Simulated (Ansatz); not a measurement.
# C: the cost of one run

Program: Ansatz 0.2.0. Level of theory: DFT PBE+D3(BJ), scalar-relativistic, plane waves, PAW. These are calculated values, not measurements.

17 further runs of the same task are left out: 17 set aside as unsound or not needed.

## 1. The system as given

Symmetry: P6/mmm, No. 191, hexagonal system. Conventional cell: a = 2.465 Å, b = 2.465 Å, c = 3.572 Å, α = 90.00°, β = 90.00°, γ = 120.00°. C (site symmetry -6m2) is surrounded by 3 C at 1.42 Å.

Structure file:

```xyz
2
Lattice="2.4647 0.0000 0.0000 -1.2323 2.1345 0.0000 0.0000 0.0000 3.5720" Properties=species:S:1:pos:R:3 pbc="T T T"
C     0.0000    1.4230    0.0000
C     1.2323    0.7115    0.0000
```

It goes back to an entry of the Materials Project, which need not be the stable form.

This cell was relaxed beforehand with the same method: volume 9.40 Å³/atom, gap on the mesh none (metal).

## 2. Plan of the scan

The energy is mapped over a normal mode and a strain (zone-centre modes of the cell shown) (x along [1 0 0], y along [1 2 0], z along [0 0 1] of the conventional cell).

- amplitude of mode 6 (1567 cm⁻¹), largest displacement in the unstrained cell: 7 values from −0.06 to 0.06 Å
- equal normal strain along x, y and z: 7 values from −2.50 to 2.50 %

Nothing else is relaxed (the pattern is fixed in fractional coordinates). Energies count from the relaxed high-symmetry cell. Points are written as (first, second).

The modes come from a phonon run on the reference cell, made beforehand.

Displacement patterns for an amplitude of 1 (Å):

| atom | x1 | y1 | z1 |
| --- | --- | --- | --- |
| C1 | 0.000 | 1.000 | 0.000 |
| C2 | 0.000 | -1.000 | 0.000 |

## 3. Grid point (−0.06 Å, −2.50 %)

The input, input.yaml:

```yaml
crystal:
  lattice:
    - [2.4030435525, 0.0, 0.0]
    - [-1.2015217762, 2.0810967628, 0.0]
    - [0.0, 0.0, 3.4826705289]
  atoms:
    - { symbol: C, position: [0.3192782444, 0.6385564889, 0.0] }
    - { symbol: C, position: [0.6807217556, 0.3614435111, 0.0] }
basis:
  ecutwfc: 520.0
kpoints:
  mp_grid: { grid: [21, 21, 12] }
hamiltonian:
  xc: pbe
  pseudopotentials: { kind: paw, azcp: { folder: soft_1 } }
  dispersion: d3bj
scf:
  occupations: { method: gaussian, width: 0.15 }
output:
  forces: true
  stress: true
  eigenvalues: true
```

Launch:

```bash
ansatz run input.yaml --threads 1 --pin off --max-ram 2048MiB --backend cpu --events-out ev --progress --plain --runs-dir out
```

Q: Estimate wall time and peak memory on 1 thread of Arm Neoverse N1, shared host.

About 19 s, with a peak of 0.42 GiB.
